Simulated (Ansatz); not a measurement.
# RbBr: a relaxation

Aim: a sound relaxation of RbBr. The structure is shown as the input types it.

The COD entry's cell or inner coordinates are ideal or old and differ from later refinements, so a difference from it is no clean test against experiment.

Program: Ansatz 0.2.0. Level of theory: Kohn-Sham DFT, with the functional, basis and potentials that each input names (as first typed). These are calculated values, not measurements.

## (1) Starting point

It takes space group Fm-3m (No. 225, cubic). Conventional cell: a = 6.854 Å, b = 6.854 Å, c = 6.854 Å, α = 90.00°, β = 90.00°, γ = 90.00°. Rb (site symmetry m-3m) has 6 Br at 3.43 Å as nearest neighbours. Br (site symmetry m-3m) has 6 Rb at 3.43 Å as nearest neighbours.

Structure file:

```xyz
2
Lattice="0.0000 3.4270 3.4270 3.4270 0.0000 3.4270 3.4270 3.4270 0.0000" Properties=species:S:1:pos:R:3 pbc="T T T"
Rb    0.0000    0.0000    0.0000
Br    3.4270    3.4270    3.4270
```

## (2) Input and run

Contents of input.yaml:

```yaml
crystal:
  lattice:
    - [0.0, 3.427, 3.427]
    - [3.427, 0.0, 3.427]
    - [3.427, 3.427, 0.0]
  atoms:
    - { symbol: Rb, position: [0.0, 0.0, 0.0] }
    - { symbol: Br, position: [0.5, 0.5, 0.5] }
kpoints:
  mp_grid: { grid: [6, 6, 6] }
scf:
  occupations: { method: fixed }
  max_iter: 80
hamiltonian:
  xc: r2scan
  pseudopotentials: { kind: paw }
  hubbard: { sites: [{ species: Br, l: p, u_eff: 40.0 }] }
relax:
  f_tol: 0.002
  max_steps: 80
  cell: {}
output:
  forces: true
  stress: true
```

Command:

```bash
> ansatz run input.yaml --threads 1 --pin off --max-ram 3072MiB --backend cpu --events-out ev --progress --plain --runs-dir out
```

Standard output:

```text
Rb: projections on atomic orbitals take those of the free atom [Ar 3d10] 4s2 4p6 5s1, of charge +0.00 (hamiltonian.pseudopotentials.projection_atoms); the dataset's partial waves leave at most 2.5e-6 of an orbital's norm unspanned inside its sphere
Br: projections on atomic orbitals take those of the free atom [Ar 3d10] 4s2 4p5, of charge +0.00 (hamiltonian.pseudopotentials.projection_atoms); the dataset's partial waves leave at most 2.8e-6 of an orbital's norm unspanned inside its sphere
Engine: ansatz 0.2.0
Pseudopotentials: kind: paw
Pseudopotential: Rb, paw, valence charge 9, recommended cutoff 500 eV (meta_gga), Rb.paw.azcp
Pseudopotential: Br, paw, valence charge 7, recommended cutoff 500 eV (meta_gga), Br.paw.azcp
Functional definition: r2SCAN
  parameter k0 = 0.174
  parameter k1 = 0.065
  parameter a1 = 4.9479
  exchange = r2scan_x(k0 = k0, k1 = k1, a1 = a1)
  correlation = r2scan_c
Crystal: 2 atoms, lattice volume = 80.496 Å³
Basis set: ecut = 500 eV, 2085 PW (Γ), exchange–correlation on 144×144×144 points (64 copies of the dense FFT grid, shifted against one another)
Bands: 12, of which v1, the nominal top of the filled ones, is band 8 counted from 1 (7 counted from 0)
Symmetry: 48 space group operations
Space group: Fm-3m (ITA 225), of the structure as read, at distance tolerance 4.3e-5 Å
k-points: 16 of 216
Non-local potential: Rb, projectors of the file, l = 0: 3, l = 1: 2, l = 2: 2
Non-local potential: Br, projectors of the file, l = 0: 2, l = 1: 2, l = 2: 2
PAW form: soft (Blöchl's): semilocal exchange-correlation on the pseudo side does not see the compensation charge
PAW frozen core: Rb, regenerated for the run's functional (the file was generated under x = pbe(κ = 0.804, μ = 0.2195149727645171), c = pbe(β = 0.06672455060314922))
PAW frozen core: Br, regenerated for the run's functional (the file was generated under x = pbe(κ = 0.804, μ = 0.2195149727645171), c = pbe(β = 0.06672455060314922))
PAW one-centre angular grid: Rb, 302 points (default); XC on 160 Gauss nodes
PAW one-centre angular grid: Br, 302 points (default); XC on 160 Gauss nodes
Initial density: superposition of atomic densities (chi_scale 0.1, normalization cell, long waves kept (reshape's long-wave potential 0.00 eV rms))
Initial wavefunctions: pseudopotential atomic-orbital guess
Functional: x = r2scan, c = r2scan; τ floored in thin density (d = 2e-4 eV/Å³)
SCF iter   1: F=—  HF=-6070.407910 eV  |F-HF|=—  |Δ(HF+E_count)|=         —  Δρ=2.31e-2  dr2=7.32e-1  dr2_τ=3.66e-2  ethr=3.10e-3  ⟨swp⟩=5.4  Hψ=1083  notcnv=0  defer=27
preconditioner: auto → none  [insulator: Δε(μ)=14.446 eV  Ē_g=19.596 eV  n_scr=14 (ndim 8)  ℏωp=15.5 eV  f_vac=0.000  ε∞_Penn≈1.6]
SCF iter   2: F=—  HF=-6072.466985 eV  |F-HF|=—  |Δ(HF+E_count)|=    2.06e0  Δρ=8.05e-3  dr2=8.38e-2  dr2_τ=6.80e-3  ethr=3.10e-3  ⟨swp⟩=2.9  Hψ=437  notcnv=0  defer=26
SCF iter   3: F=—  HF=-6073.281116 eV  |F-HF|=—  |Δ(HF+E_count)|=   8.14e-1  Δρ=1.71e-3  dr2=3.15e-3  dr2_τ=3.55e-3  ethr=5.24e-4  ⟨swp⟩=2.4  Hψ=437  notcnv=0  defer=29
SCF iter   4: F=—  HF=-6073.282803 eV  |F-HF|=—  |Δ(HF+E_count)|=   1.69e-3  Δρ=1.63e-4  dr2=2.23e-5  dr2_τ=1.29e-6  ethr=1.97e-5  ⟨swp⟩=2.2  Hψ=486  notcnv=0  defer=32
SCF iter   5: F=—  HF=-6073.282835 eV  |F-HF|=—  |Δ(HF+E_count)|=   3.19e-5  Δρ=1.97e-5  dr2=2.03e-7  dr2_τ=2.05e-8  ethr=1.39e-7  ⟨swp⟩=2.0  Hψ=463  notcnv=0  defer=30
SCF iter   6: F=-6073.282835 eV  HF=-6073.282835 eV  |F-HF|=1.64e-8  |Δ(HF+E_count)|=   2.77e-7  Δρ=4.81e-6  dr2=2.52e-8  dr2_τ=3.03e-9  ethr=6.25e-10  ⟨swp⟩=5.0  Hψ=765  notcnv=0
SCF 1 converged in 6 iterations: F = -6073.282835 eV  dr2 = 2.52e-8
relax step   1: F+E_penalty+E_count = -6073.28283519 eV  Δ(F+E_penalty+E_count) = +0.000e0 eV  max|allowed force component| = 1.970e-29 eV/Å  Δτ_max = 0.0000 Å  P = +1.673 GPa  Ω = 80.496 Å³  (6 SCF iters, dr2 threshold 1.00e-7 eV, accepted)
Crystal: 2 atoms, lattice volume = 84.841 Å³
Basis set: ecut = 500 eV, 2109 PW (Γ), exchange–correlation on 144×144×144 points (64 copies of the dense FFT grid, shifted against one another)
Initial density: handed on by an earlier stage of this run
Initial wavefunctions: those handed on with the density
iter 1 solved again at ethr=5.83e-6 eV; its pass at ethr=3.10e-3 eV (dr2=9.33e-4 eV) is discarded
SCF iter   1: F=—  HF=-6073.270346 eV  |F-HF|=—  |Δ(HF+E_count)|=         —  Δρ=7.20e-4  dr2=8.93e-4  dr2_τ=8.81e-3  ethr=5.83e-6  ⟨swp⟩=3.8  Hψ=1366  notcnv=0  defer=30
preconditioner: auto → none  [insulator: Δε(μ)=13.966 eV  Ē_g=23.368 eV  n_scr=14 (ndim 8)  ℏωp=16.1 eV  f_vac=0.200  ε∞_Penn≈1.5]
SCF iter   2: F=—  HF=-6073.316430 eV  |F-HF|=—  |Δ(HF+E_count)|=   4.61e-2  Δρ=4.13e-4  dr2=2.46e-4  dr2_τ=7.95e-6  ethr=5.58e-6  ⟨swp⟩=4.0  Hψ=424  notcnv=0  defer=30
SCF iter   3: F=—  HF=-6073.316789 eV  |F-HF|=—  |Δ(HF+E_count)|=   3.59e-4  Δρ=1.57e-4  dr2=2.57e-5  dr2_τ=3.31e-6  ethr=1.54e-6  ⟨swp⟩=2.8  Hψ=355  notcnv=0  defer=30
SCF iter   4: F=—  HF=-6073.316812 eV  |F-HF|=—  |Δ(HF+E_count)|=   2.30e-5  Δρ=4.66e-5  dr2=1.93e-6  dr2_τ=2.47e-7  ethr=1.61e-7  ⟨swp⟩=2.2  Hψ=341  notcnv=0  defer=30
SCF iter   5: F=-6073.316816 eV  HF=-6073.316816 eV  |F-HF|=5.23e-8  |Δ(HF+E_count)|=   4.18e-6  Δρ=5.82e-6  dr2=3.80e-8  dr2_τ=3.59e-9  ethr=1.25e-9  ⟨swp⟩=3.9  Hψ=883  notcnv=0
SCF 2 converged in 5 iterations: F = -6073.316816 eV  dr2 = 3.80e-8
relax step   2: F+E_penalty+E_count = -6073.31681615 eV  Δ(F+E_penalty+E_count) = -3.398e-2 eV  max|allowed force component| = 3.254e-30 eV/Å  Δτ_max = 0.0000 Å  P = +0.917 GPa  Ω = 84.841 Å³  energy of the carried Pulay correction = -6.157e-4 eV  (5 SCF iters, dr2 threshold 2.00e-7 eV, accepted)
Crystal: 2 atoms, lattice volume = 90.782 Å³
Basis set: ecut = 500 eV, 2277 PW (Γ), exchange–correlation on 144×144×144 points (64 copies of the dense FFT grid, shifted against one another)
iter 1 solved again at ethr=9.37e-6 eV; its pass at ethr=3.10e-3 eV (dr2=1.50e-3 eV) is discarded
SCF iter   1: F=—  HF=-6073.252304 eV  |F-HF|=—  |Δ(HF+E_count)|=         —  Δρ=8.82e-4  dr2=1.42e-3  dr2_τ=1.43e-2  ethr=9.37e-6  ⟨swp⟩=3.4  Hψ=1394  notcnv=0  defer=30
preconditioner: auto → none  [insulator: Δε(μ)=13.986 eV  Ē_g=23.228 eV  n_scr=14 (ndim 8)  ℏωp=15.6 eV  f_vac=0.226  ε∞_Penn≈1.5]
SCF iter   2: F=—  HF=-6073.334997 eV  |F-HF|=—  |Δ(HF+E_count)|=   8.27e-2  Δρ=5.09e-4  dr2=4.42e-4  dr2_τ=9.84e-6  ethr=8.87e-6  ⟨swp⟩=4.0  Hψ=438  notcnv=0  defer=30
SCF iter   3: F=—  HF=-6073.335681 eV  |F-HF|=—  |Δ(HF+E_count)|=   6.83e-4  Δρ=2.55e-4  dr2=7.41e-5  dr2_τ=7.61e-6  ethr=2.76e-6  ⟨swp⟩=2.9  Hψ=381  notcnv=0  defer=31
SCF iter   4: F=—  HF=-6073.335728 eV  |F-HF|=—  |Δ(HF+E_count)|=   4.72e-5  Δρ=1.04e-4  dr2=1.14e-5  dr2_τ=7.30e-7  ethr=4.63e-7  ⟨swp⟩=2.1  Hψ=284  notcnv=0  defer=30
SCF iter   5: F=-6073.335738 eV  HF=-6073.335737 eV  |F-HF|=2.76e-7  |Δ(HF+E_count)|=   9.42e-6  Δρ=1.18e-5  dr2=1.81e-7  dr2_τ=1.50e-8  ethr=1.25e-9  ⟨swp⟩=4.0  Hψ=928  notcnv=0
SCF 3 converged in 5 iterations: F = -6073.335738 eV  dr2 = 1.81e-7
relax step   3: F+E_penalty+E_count = -6073.33573765 eV  Δ(F+E_penalty+E_count) = -1.892e-2 eV  max|allowed force component| = 3.944e-30 eV/Å  Δτ_max = 0.0000 Å  P = +0.195 GPa  Ω = 90.782 Å³  energy of the carried Pulay correction = -1.407e-3 eV  (5 SCF iters, dr2 threshold 2.00e-7 eV, accepted)
Crystal: 2 atoms, lattice volume = 92.947 Å³
Basis set: ecut = 500 eV, 2397 PW (Γ), exchange–correlation on 144×144×144 points (64 copies of the dense FFT grid, shifted against one another)
iter 1 solved again at ethr=1.28e-6 eV; its pass at ethr=3.10e-3 eV (dr2=2.05e-4 eV) is discarded
SCF iter   1: F=—  HF=-6073.327427 eV  |F-HF|=—  |Δ(HF+E_count)|=         —  Δρ=3.07e-4  dr2=1.99e-4  dr2_τ=1.73e-3  ethr=1.28e-6  ⟨swp⟩=2.2  Hψ=1291  notcnv=0  defer=30
preconditioner: auto → none  [insulator: Δε(μ)=14.102 eV  Ē_g=23.277 eV  n_scr=14 (ndim 8)  ℏωp=15.4 eV  f_vac=0.225  ε∞_Penn≈1.4]
SCF iter   2: F=—  HF=-6073.336648 eV  |F-HF|=—  |Δ(HF+E_count)|=   9.22e-3  Δρ=1.87e-4  dr2=4.98e-5  dr2_τ=2.76e-6  ethr=1.24e-6  ⟨swp⟩=3.0  Hψ=389  notcnv=0  defer=30
SCF iter   3: F=—  HF=-6073.336738 eV  |F-HF|=—  |Δ(HF+E_count)|=   9.04e-5  Δρ=5.08e-5  dr2=3.47e-6  dr2_τ=6.37e-7  ethr=3.11e-7  ⟨swp⟩=2.0  Hψ=338  notcnv=0  defer=30
SCF iter   4: F=—  HF=-6073.336742 eV  |F-HF|=—  |Δ(HF+E_count)|=   4.13e-6  Δρ=1.23e-5  dr2=1.75e-7  dr2_τ=4.21e-8  ethr=2.17e-8  ⟨swp⟩=2.2  Hψ=288  notcnv=0  defer=30
SCF iter   5: F=-6073.336743 eV  HF=-6073.336743 eV  |F-HF|=5.84e-9  |Δ(HF+E_count)|=   4.95e-7  Δρ=2.12e-6  dr2=2.18e-9  dr2_τ=2.86e-10  ethr=5.93e-10  ⟨swp⟩=5.0  Hψ=698  notcnv=0
SCF 4 converged in 5 iterations: F = -6073.336743 eV  dr2 = 2.18e-9
relax step   4: F+E_penalty+E_count = -6073.33674296 eV  Δ(F+E_penalty+E_count) = -1.005e-3 eV  max|allowed force component| = 7.100e-30 eV/Å  Δτ_max = 0.0000 Å  P = -0.001 GPa  Ω = 92.947 Å³  energy of the carried Pulay correction = -1.682e-3 eV  (5 SCF iters, dr2 threshold 9.50e-8 eV, accepted)
Basis set: ecut = 500 eV, 2397 PW (Γ), exchange–correlation on 160×160×160 points (64 copies of the dense FFT grid, shifted against one another)
Initial wavefunctions: pseudopotential atomic-orbital guess (no wavefunctions were taken with the density)
iter 1 solved again at ethr=7.48e-7 eV; its pass at ethr=3.10e-3 eV (dr2=1.20e-4 eV) is discarded
SCF iter   1: F=—  HF=-6073.338522 eV  |F-HF|=—  |Δ(HF+E_count)|=         —  Δρ=1.62e-4  dr2=2.55e-6  dr2_τ=1.87e-5  ethr=7.48e-7  ⟨swp⟩=3.1  Hψ=1666  notcnv=0  defer=31
preconditioner: auto → none  [insulator: Δε(μ)=14.169 eV  Ē_g=23.338 eV  n_scr=14 (ndim 8)  ℏωp=15.4 eV  f_vac=0.218  ε∞_Penn≈1.4]
SCF iter   2: F=—  HF=-6073.338537 eV  |F-HF|=—  |Δ(HF+E_count)|=   1.55e-5  Δρ=8.37e-5  dr2=6.62e-7  dr2_τ=1.37e-6  ethr=1.59e-8  ⟨swp⟩=2.9  Hψ=322  notcnv=0  defer=27
SCF iter   3: F=—  HF=-6073.338543 eV  |F-HF|=—  |Δ(HF+E_count)|=   5.24e-6  Δρ=2.35e-6  dr2=1.32e-9  dr2_τ=4.08e-9  ethr=4.14e-9  ⟨swp⟩=2.0  Hψ=320  notcnv=0  defer=19
SCF iter   4: F=—  HF=-6073.338543 eV  |F-HF|=—  |Δ(HF+E_count)|=   1.14e-8  Δρ=5.49e-7  dr2=6.47e-11  dr2_τ=6.85e-11  ethr=8.27e-12  ⟨swp⟩=2.4  Hψ=339  notcnv=0  defer=19
SCF iter   5: F=-6073.338543 eV  HF=-6073.338543 eV  |F-HF|=1.73e-11  |Δ(HF+E_count)|=  5.07e-10  Δρ=1.06e-7  dr2=1.73e-12  dr2_τ=3.23e-12  ethr=1.00e-12  ⟨swp⟩=6.1  Hψ=896  notcnv=0
SCF 5 converged in 5 iterations: F = -6073.338543 eV  dr2 = 1.73e-12
relax step   5: F+E_penalty+E_count = -6073.33854252 eV  Δ(F+E_penalty+E_count) = -1.800e-3 eV  max|allowed force component| = 1.058e-29 eV/Å  Δτ_max = 0.0000 Å  P = +0.001 GPa  Ω = 92.947 Å³  stress off target by 7.03e-4 GPa  SCF on the basis re-selected at this cell (its energy is not comparable with the rows above)  (5 SCF iters)
basis re-selected at this cell: Δ(F+E_penalty+E_count) = -1.800e-3 eV, ΔP = +0.002 GPa vs the last step (what re-selecting the basis moved, of the pressure what is left beyond the Pulay correction that the steps carried, after the strain that the cell walked since its last selection, with what the two solves' SCF thresholds leave and, on support functions, any second-order correction that the steps lacked; it is no measure of the basis error at this ecutwfc). The dense FFT grid was sized anew with the basis: this SCF ran on 40×40×40 points, the steps before it on 36×36×36, so part of this shift can come from that change (see relax.cell in the input reference). This SCF's stress stands 7.03e-4 GPa from its target on what of the cell is left free (relax.cell.stress_tol is 5.00e-2 GPa) and its largest allowed force component is 1.06e-29 eV/Å (relax.f_tol is 2.00e-3 eV/Å): within both
SCF converged after 5 iterations
Free energy (F): -6073.338543 eV
Harris-Foulkes:  -6073.338543 eV  (|F-HF|=1.73e-11)
Internal energy: -6073.338543 eV  (E = F + TS)
E sigma→0 (E₀):  -6073.338543 eV
Fermi energy:    -9.235863 eV
--- Per-component energies (eV) ---
  E_band       = -243.276007
  E_kinetic    = 336.049144
  E_local      = -868.526579  (includes V_loc(G=0)·N_el)
  E_nonlocal   = 243.247898
  E_hartree    = 234.544059
  E_xc         = -380.219582
  E_vxc        = -272.357762  (∫ρ·V_xc dr)
  E_hubbard    = 0.561501  (on-site DFT+U / exact-exchange correction)
  E_vhub       = -118.312844  (the Hubbard potential's part of the band-sum identity)
  E_paw        = -4904.411692  (= ΣΔE_a)
  E_vpaw       = -47.493356  (= ΣTr[D̂ρ^β])
  E_aug_tail   = -0.000001  (compensation charges beyond the density's cutoff)
  E_vtau       = 15.029385  (kinetic-family band-sum trace: ∫τ·v_τ [+ j·A + Jᵃ·Aᵃ] dr)
  E_ewald      = -734.278171
  E_core_change = -0.305121  (= ΣΔE_core)
  E_smearing   = -0.000000  (= −TS)
  E_closure    = -0.000000  (closes the sum)
  Σ components = -6073.338543   (vs F -6073.338543, Δ=0.00e0)
--- Forces (eV/Å), atoms counted from 1 ---
  atom   1  Rb    -0.00000000     0.00000000     0.00000000
  atom   2  Br     0.00000000    -0.00000000    -0.00000000
  max |Σ_I F_I| component: 2.10e-29 eV/Å
--- Stress (GPa, compression-positive) ---
        0.000703      -0.000000      -0.000000
       -0.000000       0.000703      -0.000000
       -0.000000      -0.000000       0.000703
  P = ⅓ Tr σ = 0.0007 GPa (0.007 kbar)
Occupation matrices written to <dir>
--- Relaxed structure (4 steps of the walk, 4 accepted, 1 SCFs on fresh bases) ---
  F+E_penalty+E_count = -6073.33854252 eV   max|allowed force component| = 1.058e-29 eV/Å   (the final SCF, on the basis selected at the relaxed cell)
  cell:  # Å, volume = 92.9473 Å³
    - [-6.050754383179894e-34, 3.595304064205971, 3.595304064205971]
    - [3.595304064205971, -1.0127051821263603e-33, 3.595304064205971]
    - [3.595304064205971, 3.595304064205971, -1.2738430082239024e-35]
  atoms:
    - { symbol: Rb, position: [-3.512419653655407e-36, 1.463508189134895e-36, 5.561331118167401e-36] }
    - { symbol: Br, position: [0.49999999999999994, 0.49999999999999994, 0.49999999999999994] }
```

Wall time 15 s (1 thread of Arm Neoverse V2, shared host); peak memory 0.57 GiB.

## (3) A second look at the input

This run ends as converged. Convergence says nothing about whether the input makes sense.

Look at the input: hamiltonian.hubbard.sites is [{species: Br, l: p, u_eff: 40.0}]. A U of this value distorts the shell's occupations and the levels near the Fermi energy.

The test: delete hamiltonian.hubbard.sites.

## (4) Second run, to compare

Level of this run: DFT, r2SCAN, PAW with Ansatz's default frozen-core files, scalar-relativistic; relaxation of cell and atoms.

Besides the cure, the input differs in kpoints.mp_grid, scf.occupations, scf.max_iter.

input.yaml: that of step 2 with these lines changed.

```diff
@@ -9,6 +9,5 @@
 kpoints:
-  mp_grid: { grid: [6, 6, 6] }
+  mp_grid: { grid: [10, 10, 10] }
 scf:
-  occupations: { method: fixed }
-  max_iter: 80
+  occupations: { method: fermi_dirac, width: 0.08 }
 hamiltonian:
@@ -16,3 +15,2 @@
   pseudopotentials: { kind: paw }
-  hubbard: { sites: [{ species: Br, l: p, u_eff: 40.0 }] }
 relax:
```

Command:

```bash
> ansatz run input.yaml --threads 1 --pin off --max-ram 3072MiB --backend cpu --events-out ev --progress --plain --runs-dir out
```

The main lines of its log:

```text
[...]
Basis set: ecut = 500 eV, 2085 PW (Γ), exchange–correlation on 144×144×144 points (64 copies of the dense FFT grid, shifted against one another)
[...]
k-points: 47 of 1000
[...]
SCF iter   1: F=—  HF=-6074.812771 eV  |F-HF|=—  |Δ(HF+E_count)|=         —  Δρ=2.53e-3  dr2=2.56e-3  dr2_τ=2.82e-3  ethr=1.77e-3  ⟨swp⟩=8.2  Hψ=4163  notcnv=0
preconditioner: auto → none  [insulator: Δε(μ)=5.057 eV  Ē_g=14.198 eV  σ=0.080 eV  W_gap=1.00  n_scr=14 (ndim 8)  ℏωp=15.5 eV  f_vac=0.082  D(μ)=0.00/eV (n_scr^D=0)  ε∞_Penn≈2.2]
SCF iter   2: F=—  HF=-6074.829049 eV  |F-HF|=—  |Δ(HF+E_count)|=   1.63e-2  Δρ=1.39e-3  dr2=4.51e-4  dr2_τ=9.52e-5  ethr=1.60e-5  ⟨swp⟩=2.0  Hψ=1514  notcnv=0
[...]
relax step   1: F+E_penalty+E_count = -6074.82931632 eV  Δ(F+E_penalty+E_count) = +0.000e0 eV  max|allowed force component| = 2.613e-30 eV/Å  Δτ_max = 0.0000 Å  P = +0.475 GPa  Ω = 80.496 Å³  (6 SCF iters, dr2 threshold 1.00e-7 eV, accepted)
[...]
relax step   2: F+E_penalty+E_count = -6074.83184535 eV  Δ(F+E_penalty+E_count) = -2.529e-3 eV  max|allowed force component| = 9.861e-31 eV/Å  Δτ_max = 0.0000 Å  P = +0.237 GPa  Ω = 81.714 Å³  energy of the carried Pulay correction = -1.673e-4 eV  (6 SCF iters
[...]
relax step   3: F+E_penalty+E_count = -6074.83264623 eV  Δ(F+E_penalty+E_count) = -8.009e-4 eV  max|allowed force component| = 1.693e-30 eV/Å  Δτ_max = 0.0000 Å  P = +0.014 GPa  Ω = 82.968 Å³  energy of the carried Pulay correction = -3.369e-4 eV  (6 SCF iters
[...]
SCF iter   4: F=—  HF=-6074.832992 eV  |F-HF|=—  |Δ(HF+E_count)|=   1.22e-8  Δρ=1.99e-7  dr2=2.85e-11  dr2_τ=2.16e-11  ethr=1.41e-11  ⟨swp⟩=2.0  Hψ=940  notcnv=0
SCF iter   5: F=-6074.832992 eV  HF=-6074.832992 eV  |F-HF|=1.27e-11  |Δ(HF+E_count)|=  3.64e-12  Δρ=8.57e-8  dr2=1.27e-12  dr2_τ=1.16e-12  ethr=1.00e-12  ⟨swp⟩=6.6  Hψ=2621  notcnv=0
[...]
relax step   4: F+E_penalty+E_count = -6074.83299241 eV  Δ(F+E_penalty+E_count) = -3.462e-4 eV  max|allowed force component| = 1.134e-30 eV/Å  Δτ_max = 0.0000 Å  P = +0.015 GPa  Ω = 82.968 Å³  stress off target by 1.50e-2 GPa  SCF on the basis re-selected at t
[...]
SCF converged after 5 iterations
Free energy (F): -6074.832992 eV
[...]
E sigma→0 (E₀):  -6074.832992 eV
Fermi energy:    3.248562 eV
[...]
  P = ⅓ Tr σ = 0.0150 GPa (0.150 kbar)
--- Relaxed structure (3 steps of the walk, 3 accepted, 1 SCFs on fresh bases) ---
[...]
```

It took 21 s on 1 thread of Arm Neoverse V2, shared host; peak memory 0.56 GiB.

```
       run     ending                                                energy change  pressure (GPa)  gap (eV)  force (eV/Å)  cycles  time
 first try  converged  +747.2 meV/atom (σ→0) (U changed: no physical gain or loss)             0.0     14.17          0.00      26  15 s
second try  converged                                                            0             0.0      4.89          0.00      23  21 s
```

## (5) Results

| quantity | value |
| --- | --- |
| first try | converged |
| fault in the input | unphysical U |
| second try | converged |
| energy (zero set by the potentials) | -6074.8330 eV |
| pressure | 0.02 GPa |
| gap on the mesh | 4.89 eV |
| largest force | 0.000 eV/Å |

Both runs converge, but their results differ; on mending, the gap on the mesh goes from 14.17 to 4.89 eV, the final volume goes from 92.95 to 82.97 Å³. Only the second answers the question as it was meant.
